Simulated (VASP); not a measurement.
Set up this calculation in VASP 6.6.1, as the native input.

* Task: single point
* Functional: PBE
* Potentials or basis: VASP PAW PBE potentials, release 64 (O, H, C)
* Cutoff: 520 eV
* k mesh: 1 × 1 × 1
* Occupations: fermi-dirac, width 0.02 eV
* Spin: no spin polarisation
* Dipole correction: no
* Further INCAR settings: LREAL = Auto; ALGO = Normal; EDIFF = 1e-06; NBANDS = 61

The structure of H18CO10 lies in POSCAR:

```
H18CO10
1.0
    7.3304170000      0.0000000000      0.0000000000
    0.0000000000      7.3304170000      0.0000000000
    0.0000000000      0.0000000000      7.3304170000
O H C
10 18 1
Direct
    0.6939577926      0.6029534200      0.8782037911
    0.9868197130      0.8151105183      0.9739964316
    0.8651758829      0.8254237105      0.3878360535
    0.7052668354      0.3823929798      0.1936861164
    0.7556186776      0.3175399162      0.5421110423
    0.2531233898      0.8425577972      0.4935599162
    0.3499255227      0.8751343887      0.9235627387
    0.5948774810     -0.0233001751      0.5702267688
    0.3482202991      0.1509736758      0.1625555545
    0.0493696334      0.2139714562      0.0992167294
    0.5831455427      0.6682157372      0.8750525379
    0.6783925116      0.5247041198      0.9829863704
    0.9589768222      0.9241629774      0.9042459658
    0.8845608647      0.7264661751      0.9565076584
    0.9827953853      0.8511111987      0.4371238362
    0.8991848622      0.8371829324      0.2582390606
    0.8154788466      0.3093957683      0.1715727768
    0.5983424954      0.3100778578      0.1628829574
    0.7406127100      0.3999636037      0.6379991752
    0.7083362379      0.3803194279      0.4321991505
    0.2651690893      0.7211595193      0.5497777275
    0.3623395504      0.9138088597      0.5123037339
    0.3823793380      0.9256499323      0.8073756241
    0.2245302007      0.8163109957      0.9242039027
    0.6645460961      0.0844017469      0.5558892489
    0.6592121567     -0.1239629342      0.5097254358
    0.3128471409      0.0326584422      0.0791905836
    0.2248439618      0.3859534867      0.2382538401
    0.1975603844      0.2605718065      0.1658841509
```

The cell was built by a generator and needn't be a form met in nature.

These files were run (other wordings do the same):

INCAR

```
SYSTEM = H18CO10
ALGO     = Normal         ! electronic algorithm
EDIFF    = 1E-6           ! SCF threshold, eV
ENCUT    = 520            ! plane-wave cutoff, eV
GGA      = PE             ! functional
ISIF     = 2              ! what is computed and relaxed
ISMEAR   = -1             ! smearing method
LASPH    = .TRUE.         ! aspherical terms in the spheres
LCHARG   = .FALSE.        ! write CHGCAR
LREAL    = Auto         
LWAVE    = .FALSE.        ! write WAVECAR
NBANDS   = 61             ! bands
NELM     = 100            ! most SCF steps
PREC     = Accurate       ! precision mode
SIGMA    = 0.02           ! smearing width, eV
```

KPOINTS

```
k-points
0
G
  1 1 1
  0 0 0
```

Potentials or basis: VASP PAW PBE potentials, release 64 (O, H, C).

Run with:

```console
$ cat potpaw_PBE.64/O/POTCAR potpaw_PBE.64/H/POTCAR potpaw_PBE.64/C/POTCAR > POTCAR
$ mpirun -np 1 vasp_gam > vasp.out
```

Results of the run:

The pressure is 0.4 GPa and the largest force is 2.899 eV/Å. The band gap on the k mesh is 4.69 eV, direct.

Caveat: the standard files for N, O and F lose accuracy on very short bonds.

Run time: 51 s on 1 thread of Intel(R) Xeon(R) Platinum 8375C CPU @ 2.90GHz (Ice Lake), on a shared host, peak memory 0.38 GiB.
